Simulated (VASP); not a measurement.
A run of VASP 6.6.1 is set up as follows.

Contents of POSCAR:

```
CdTe
1.0
    0.0000000000      3.2799012452      3.2799012452
    3.2799012452      0.0000000000      3.2799012452
    3.2799012452      3.2799012452      0.0000000000
Cd Te
1 1
Direct
    0.0000000000      0.0000000000      0.0000000000
    0.2500000000      0.2500000000      0.2500000000
```

The input INCAR.step1:

```
PREC = Accurate ; ENCUT = 520
ISMEAR = 0 ; SIGMA = 0.01
LREAL = False ; LASPH = True
NELM = 80 ; NBANDS = 16
GGA = PE ; ALGO = Normal
EDIFF = 1E-4 ; LWAVE = True
LCHARG = False
```

File INCAR.step2:

```
PREC = Accurate ; ENCUT = 520
EDIFF = 1E-6 ; ISMEAR = 0
SIGMA = 0.01 ; LREAL = False
LASPH = True ; NELM = 80
ALGO = Normal ; ISIF = 2
LWAVE = False ; LCHARG = True
METAGGA = R2SCAN ; LMIXTAU = True
LELF = True ; LVHAR = True
NBANDS = 16 ; ISTART = 1
```

Contents of KPOINTS:

```
regular mesh
0
Gamma
  6 6 6
```

Potentials or basis: VASP PAW PBE potentials, release 64 (Cd, Te).

Command:

```bash
$ cat potpaw_PBE.64/Cd/POTCAR potpaw_PBE.64/Te/POTCAR > POTCAR
$ cp INCAR.step1 INCAR
$ mpirun -np 1 vasp_std > vasp.out
$ cp INCAR.step2 INCAR
$ mpirun -np 1 vasp_std > vasp.out
```

**Question.** What does it give for the pressure?

**Answer.** 0.1 GPa.

**Question.** Estimate the band gap on the k mesh.

**Answer.** 1.15 eV.

Caveat: the PAW data sets were made with another functional, which shifts forces and pressure a little; spin-orbit coupling is left out, which moves the levels of the heavy elements.

**Experimental background.**

From a printed reference work, data compilation, for a bulk crystal of CdTe at 0 K: band gap 1.607 eV.

Against the measured gap of CdTe, 1.607 eV (0 K; a printed reference work, data compilation), the calculated 1.15 eV is off by -0.45 eV. Spin-orbit coupling on Cd, Te is left out. The value is that of r2SCAN, without temperature or zero-point motion.
